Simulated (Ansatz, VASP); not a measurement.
**Cross-check of Ga7P7H16 (GaP wire along [100], 14 atoms a period, H-terminated) between VASP and Ansatz**

One calculation is typed for both programs; each brings its own data sets. How far apart do they land? The structure shown is the start of the Ansatz relaxation below; VASP solves that cell, so the two are compared at the walk's first step.

Program: Ansatz 0.2.0. Level of theory: plane waves, with VASP 6.6.1 beside it; single point at PBE. Results are calculated unless marked as measured.

### 1. The starting structure

The cell holds 30 atoms: 7 Ga, 16 H and 7 P. Its edges and angles: a = 15.425 Å, b = 15.425 Å, c = 5.510 Å, α = 90.0°, β = 90.0°, γ = 90.0°. Vacuum lies along a and b. The structure's axis is c.

### 2. Ansatz: relaxation, PBE

Ansatz runs on its default PAW (the set named soft_2) files.

The two programs are compared at the cell with which this relaxation starts, whose forces are those of its first step.

Input file input.yaml:

```yaml
crystal:
  lattice:
    - [15.425, 0.0, 0.0]
    - [0.0, 15.425, 0.0]
    - [0.0, 0.0, 5.51]
  atoms:
    - { symbol: Ga, position: [0.279560028, 0.636772345, 0.0] }
    - { symbol: Ga, position: [0.458166186, 0.458166186, 0.0] }
    - { symbol: Ga, position: [0.636772345, 0.636772345, 0.0] }
    - { symbol: H, position: [0.315338901, 0.315338901, 0.100161364] }
    - { symbol: H, position: [0.422387313, 0.779599631, 0.100161364] }
    - { symbol: H, position: [0.220421394, 0.577633712, 0.165555976] }
    - { symbol: H, position: [0.695910979, 0.695910979, 0.165555976] }
    - { symbol: P, position: [0.368863107, 0.368863107, 0.25] }
    - { symbol: P, position: [0.368863107, 0.726075425, 0.25] }
    - { symbol: P, position: [0.547469266, 0.547469266, 0.25] }
    - { symbol: H, position: [0.220421394, 0.51730482, 0.334444024] }
    - { symbol: H, position: [0.51730482, 0.220421394, 0.334444024] }
    - { symbol: H, position: [0.695910979, 0.399027553, 0.334444024] }
    - { symbol: H, position: [0.315338901, 0.779599631, 0.399838636] }
    - { symbol: Ga, position: [0.279560028, 0.458166186, 0.5] }
    - { symbol: Ga, position: [0.458166186, 0.279560028, 0.5] }
    - { symbol: Ga, position: [0.458166186, 0.636772345, 0.5] }
    - { symbol: Ga, position: [0.636772345, 0.458166186, 0.5] }
    - { symbol: H, position: [0.600993472, 0.779599631, 0.600161364] }
    - { symbol: H, position: [0.779599631, 0.600993472, 0.600161364] }
    - { symbol: H, position: [0.220421394, 0.399027553, 0.665555976] }
    - { symbol: H, position: [0.399027553, 0.220421394, 0.665555976] }
    - { symbol: P, position: [0.368863107, 0.547469266, 0.75] }
    - { symbol: P, position: [0.547469266, 0.368863107, 0.75] }
    - { symbol: P, position: [0.547469266, 0.726075425, 0.75] }
    - { symbol: P, position: [0.726075425, 0.547469266, 0.75] }
    - { symbol: H, position: [0.220421394, 0.695910979, 0.834444024] }
    - { symbol: H, position: [0.493945059, 0.779599631, 0.899838636] }
    - { symbol: H, position: [0.600993472, 0.315338901, 0.899838636] }
    - { symbol: H, position: [0.779599631, 0.493945059, 0.899838636] }
kpoints:
  mp_grid: { grid: [1, 1, 15] }
scf:
  occupations: { method: fermi_dirac, width: 0.05 }
hamiltonian:
  xc: pbe
relax:
  cell: { fix: [a, b, alpha, beta, gamma] }
  max_steps: 45
  f_tol: 0.03
```

The run is started by

```
$ ansatz run input.yaml --threads 4 --pin off --max-ram 16384MiB --backend cpu --events-out ev --progress --plain --runs-dir out
```

Numbers of over 12 decimals in the logs are rounded to 6 here.

Log:

```text
Engine: ansatz 0.2.0, aarch64-unknown-linux-gnu
Pseudopotentials: kind: paw
Pseudopotential: Ga, paw, valence charge 13, recommended cutoff 420 eV (normal), Ga.paw.azcp
Pseudopotential: H, paw, valence charge 1, recommended cutoff 420 eV (normal), H.paw.azcp
Pseudopotential: P, paw, valence charge 5, recommended cutoff 420 eV (normal), P.paw.azcp
Functional definition: PBE
  parameter kappa = 0.804
  parameter beta = 0.066725
  exchange = pbe_x(kappa = kappa, mu = beta*pi^2/3)
  correlation = pbe_c(beta = beta)
Crystal: 30 atoms, lattice volume = 1310.998 Å³
Basis set: ecut = 420 eV, 25679 PW (Γ), exchange–correlation on 216×216×80 points (8 copies of the dense FFT grid, shifted against one another)
Bands: 101, of which v1, the nominal top of the filled ones, is band 71 counted from 1 (70 counted from 0)
Symmetry: 1 space group operations
Space group: P1 (ITA 1), of the structure as read, at distance tolerance 1.1e-4 Å
k-points: 8 of 15 (time reversal used)
Non-local potential: Ga, projectors of the file, l = 0: 2, l = 1: 2, l = 2: 3, l = 3: 1
Non-local potential: H, projectors of the file, l = 0: 2, l = 1: 1
Non-local potential: P, projectors of the file, l = 0: 2, l = 1: 2, l = 2: 2
PAW form: soft (Blöchl's): semilocal exchange-correlation on the pseudo side does not see the compensation charge
PAW one-centre angular grid: Ga, 590 points (default); XC on 64 Gauss nodes
PAW one-centre angular grid: H, 110 points (default); XC on 64 Gauss nodes
PAW one-centre angular grid: P, 110 points (default); XC on 64 Gauss nodes
Initial density: superposition of atomic densities (neutral atoms: chi_scale 0, normalization atom), corrected by the library's trained network
Initial wavefunctions: pseudopotential atomic-orbital guess
Functional: x = pbe(κ = 0.804, μ = 0.219515), c = pbe(β = 0.066725)
SCF iter   1: F=—  HF=-32025.534595 eV  |F-HF|=—  |Δ(HF+E_count)|=         —  Δρ=3.50e-3  dr2=1.16e0  ethr=1.77e-3  ⟨swp⟩=8.6  Hψ=4402  notcnv=0  defer=90
preconditioner: auto → Resta (q_TF=auto, 1.884 Å⁻¹)  ε∞=1.8  [insulator: Δε(μ)=2.661 eV  Ē_g=13.856 eV  σ=0.050 eV  W_gap=1.00  n_scr=158 (ndim 8)  ℏωp=12.2 eV  f_vac=0.624  D(μ)=0.00/eV (n_scr^D=0)  ε∞_Penn≈1.8  vacuum switching on, ρ_ref=1.4e-2 e/Å³]
SCF iter   2: F=—  HF=-32025.240600 eV  |F-HF|=—  |Δ(HF+E_count)|=   2.94e-1  Δρ=2.25e-3  dr2=1.91e-1  ethr=8.18e-4  ⟨swp⟩=3.8  Hψ=1111  notcnv=0  defer=191
SCF iter   3: F=—  HF=-32025.210780 eV  |F-HF|=—  |Δ(HF+E_count)|=   2.98e-2  Δρ=8.68e-4  dr2=1.49e-2  ethr=1.35e-4  ⟨swp⟩=3.6  Hψ=1206  notcnv=0  defer=169
SCF iter   4: F=—  HF=-32025.212589 eV  |F-HF|=—  |Δ(HF+E_count)|=   1.81e-3  Δρ=3.58e-4  dr2=2.25e-3  ethr=1.05e-5  ⟨swp⟩=2.0  Hψ=920  notcnv=0  defer=169
SCF iter   5: F=—  HF=-32025.213189 eV  |F-HF|=—  |Δ(HF+E_count)|=   6.01e-4  Δρ=1.01e-4  dr2=1.43e-4  ethr=1.59e-6  ⟨swp⟩=2.4  Hψ=1210  notcnv=0  defer=169
SCF iter   6: F=—  HF=-32025.213215 eV  |F-HF|=—  |Δ(HF+E_count)|=   2.54e-5  Δρ=3.35e-5  dr2=1.41e-5  ethr=1.01e-7  ⟨swp⟩=2.5  Hψ=1211  notcnv=0  defer=169
SCF iter   7: F=—  HF=-32025.213337 eV  |F-HF|=—  |Δ(HF+E_count)|=   1.22e-4  Δρ=1.07e-5  dr2=1.48e-6  ethr=9.93e-9  ⟨swp⟩=2.1  Hψ=1353  notcnv=0  defer=169
SCF iter   8: F=—  HF=-32025.213339 eV  |F-HF|=—  |Δ(HF+E_count)|=   1.48e-6  Δρ=3.74e-6  dr2=2.19e-7  ethr=1.04e-9  ⟨swp⟩=2.1  Hψ=1209  notcnv=0  defer=169
SCF iter   9: F=-32025.213339 eV  HF=-32025.213339 eV  |F-HF|=7.39e-9  |Δ(HF+E_count)|=   1.63e-7  Δρ=1.18e-6  dr2=2.11e-8  ethr=7.04e-11  ⟨swp⟩=5.0  Hψ=2691  notcnv=0
SCF 1 converged in 9 iterations: F = -32025.213339 eV  dr2 = 2.11e-8
  greatest PAW one-centre occupation: 0.994 electrons in one spin orbital (limit 2), on the Ga atom at site 16 (counted from 0), in its partial waves of l = 2
relax step   1: F+E_penalty+E_count = -32025.21333870 eV  Δ(F+E_penalty+E_count) = +0.000e0 eV  max|allowed force component| = 1.071e0 eV/Å  Δτ_max = 0.0000 Å  P = +0.080 GPa  Ω = 1310.998 Å³  fix = [a, b, alpha, beta, gamma]  reactions: a -0.044, b +0.080 GPa; alpha -0.003, beta -0.123, gamma -0.015 GPa/rad  (9 SCF iters, dr2 threshold 1.00e-7 eV, accepted)
[...]
relax step  11: F+E_penalty+E_count = -32026.75903210 eV  Δ(F+E_penalty+E_count) = -4.978e-4 eV  max|allowed force component| = 1.491e-2 eV/Å  Δτ_max = 0.0419 Å  P = -0.015 GPa  Ω = 1341.719 Å³  energy of the carried Pulay correction = -5.973e-3 eV  fix = [a, b, alpha, beta, gamma]  reactions: a -0.020, b -0.019 GPa; alpha -0.001, beta -0.001, gamma -0.003 GPa/rad  (9 SCF iters, accepted)
[...]
relax step  12: F+E_penalty+E_count = -32026.76579228 eV  Δ(F+E_penalty+E_count) = -6.760e-3 eV  max|allowed force component| = 1.531e-2 eV/Å  Δτ_max = 0.0000 Å  P = -0.011 GPa  Ω = 1341.719 Å³  fix = [a, b, alpha, beta, gamma]  reactions: a -0.018, b -0.017 GPa; alpha -0.001, beta -0.001, gamma -0.003 GPa/rad  stress off target by 1.19e-3 GPa on what of the cell is left free  SCF on the basis re-selected at this cell (its energy is not comparable with the rows above)  (7 SCF iters)
basis re-selected at this cell: Δ(F+E_penalty+E_count) = -6.760e-3 eV, ΔP = +0.004 GPa vs the last step (what re-selecting the basis moved, of the pressure what is left beyond the Pulay correction that the steps carried, after the strain that the cell walked since its last selection, with what the two solves' SCF thresholds leave and, on support functions, any second-order correction that the steps lacked; it is no m [...]
SCF converged after 7 iterations
Free energy (F): -32026.765792 eV
Harris-Foulkes:  -32026.765792 eV  (|F-HF|=3.59e-9)
Internal energy: -32026.765792 eV  (E = F + TS)
E sigma→0 (E₀):  -32026.765792 eV
Fermi energy:    -1.419467 eV
--- Per-component energies (eV) ---
  E_band       = -1662.024582
  E_kinetic    = 1507.321730
  E_local      = -50066.234360  (includes V_loc(G=0)·N_el)
  E_nonlocal   = 3232.112749
  E_hartree    = 23803.857775
  E_xc         = -1050.937175
  E_vxc        = -1006.707386  (∫ρ·V_xc dr)
  E_paw        = -17912.781231  (= ΣΔE_a)
  E_vpaw       = -2936.213767  (= ΣTr[D̂ρ^β])
  E_aug_tail   = -0.020020  (compensation charges beyond the density's cutoff)
  E_ewald      = 8459.914741
  E_smearing   = -0.000000  (= −TS)
  E_closure    = -0.000000  (closes the sum)
  Σ components = -32026.765792   (vs F -32026.765792, Δ=0.00e0)
--- Forces (eV/Å), atoms counted from 1 ---
  atom   1  Ga     0.00561682    -0.00165887    -0.00620261
  atom   2  Ga     0.00572384     0.00662846     0.00429993
  atom   3  Ga    -0.00418373     0.00321582    -0.00285180
  atom   4  H      0.00247896    -0.00000752     0.00497445
  atom   5  H     -0.00474070    -0.00476126     0.00450536
  atom   6  H     -0.00982659    -0.00477455     0.00166753
  atom   7  H     -0.00099656     0.00061118    -0.00316212
  atom   8  P     -0.00717376     0.00211378    -0.00048837
  atom   9  P      0.00581636     0.01530978     0.00079805
  atom  10  P     -0.00523971    -0.00202332    -0.00567889
  atom  11  H      0.00188685    -0.00136588     0.00402741
  atom  12  H     -0.00109129     0.00009890     0.00576928
  atom  13  H      0.00123665     0.00142434    -0.00049837
  atom  14  H      0.00843422    -0.00618146    -0.00548338
  atom  15  Ga    -0.00311712     0.00098578    -0.00655895
  atom  16  Ga    -0.00001082    -0.01287074    -0.00389803
  atom  17  Ga     0.00205279    -0.00560085    -0.00676104
  atom  18  Ga    -0.00465351    -0.00307231     0.00167650
  atom  19  H     -0.00275003     0.00139572    -0.00206809
  atom  20  H     -0.00708627    -0.00632821     0.00453450
  atom  21  H      0.00207977     0.00712255    -0.00284988
  atom  22  H      0.00970073     0.01081288    -0.00791060
  atom  23  P     -0.00765423    -0.00567314     0.01307748
  atom  24  P      0.00165496     0.00020139     0.00430412
  atom  25  P      0.00512228     0.00461385     0.00811782
  atom  26  P      0.01078460    -0.00008064     0.00291836
  atom  27  H      0.00075519    -0.00193025    -0.00025800
  atom  28  H      0.00298373    -0.00106518     0.00100432
  atom  29  H     -0.00250811    -0.00183281    -0.00094944
  atom  30  H     -0.00529689     0.00469276    -0.00605626
  max |Σ_I F_I| component: 1.59e-6 eV/Å
--- Stress (GPa, compression-positive) ---
       -0.018062       0.002560       0.001030
        0.002560      -0.017051       0.001232
        0.001030       0.001232       0.001192
  P = ⅓ Tr σ = -0.0113 GPa (-0.113 kbar)
--- Relaxed structure (11 steps of the walk, 10 accepted, 1 SCFs on fresh bases) ---
  F+E_penalty+E_count = -32026.76579228 eV   max|allowed force component| = 1.531e-2 eV/Å   (the final SCF, on the basis selected at the relaxed cell)
  cell:  # Å, volume = 1341.7189 Å³
    - [15.425, 0, 0]
    - [0, 15.425, 0]
    - [0, 0, 5.639118]
  atoms:
    - { symbol: Ga, position: [0.270771, 0.652808, -0.062605] }
    - { symbol: Ga, position: [0.452592, 0.459648, 0.00281454] }
    - { symbol: Ga, position: [0.636736, 0.640683, 0.033897] }
    - { symbol: H, position: [0.322622, 0.323218, 0.118423] }
    - { symbol: H, position: [0.417249, 0.782126, 0.169058] }
    - { symbol: H, position: [0.194651, 0.610955, 0.076801] }
    - { symbol: H, position: [0.695661, 0.705788, 0.172975] }
    - { symbol: P, position: [0.374620, 0.373512, 0.275472] }
    - { symbol: P, position: [0.362623, 0.714672, 0.254104] }
    - { symbol: P, position: [0.546551, 0.546614, 0.252063] }
    - { symbol: H, position: [0.206200, 0.500988, 0.386132] }
    - { symbol: H, position: [0.537609, 0.234243, 0.311676] }
    - { symbol: H, position: [0.702798, 0.401516, 0.345728] }
    - { symbol: H, position: [0.312399, 0.765028, 0.414318] }
    - { symbol: Ga, position: [0.271579, 0.445563, 0.533390] }
    - { symbol: Ga, position: [0.464468, 0.270000, 0.478513] }
    - { symbol: Ga, position: [0.451039, 0.625172, 0.500685] }
    - { symbol: Ga, position: [0.633801, 0.453266, 0.491973] }
    - { symbol: H, position: [0.606961, 0.760226, 0.589063] }
    - { symbol: H, position: [0.778916, 0.595751, 0.651144] }
    - { symbol: H, position: [0.242995, 0.375651, 0.719480] }
    - { symbol: H, position: [0.406165, 0.210541, 0.636703] }
    - { symbol: P, position: [0.362992, 0.546347, 0.756703] }
    - { symbol: P, position: [0.538083, 0.374094, 0.736239] }
    - { symbol: P, position: [0.549138, 0.713397, 0.737886] }
    - { symbol: P, position: [0.712858, 0.546971, 0.765906] }
    - { symbol: H, position: [0.259444, 0.731988, 0.765332] }
    - { symbol: H, position: [0.506299, 0.785397, 0.842433] }
    - { symbol: H, position: [0.595607, 0.326597, 0.885186] }
    - { symbol: H, position: [0.766846, 0.493574, 0.908509] }
```

(Part 1 of 2 ends here.)

[Lines on the potential files, build, host, timing and source positions are cut from VASP's logs without a mark.]

[Logs are printed without paths, hosts, clocks, repeated set-up lines and the standing remarks that a program may print on its own settings, such as how far it seeks lower states.]

[Hosts, paths, dates, database ids (printed as entryN), source tags and the programs' standing remarks are cut or masked in the printed files.]
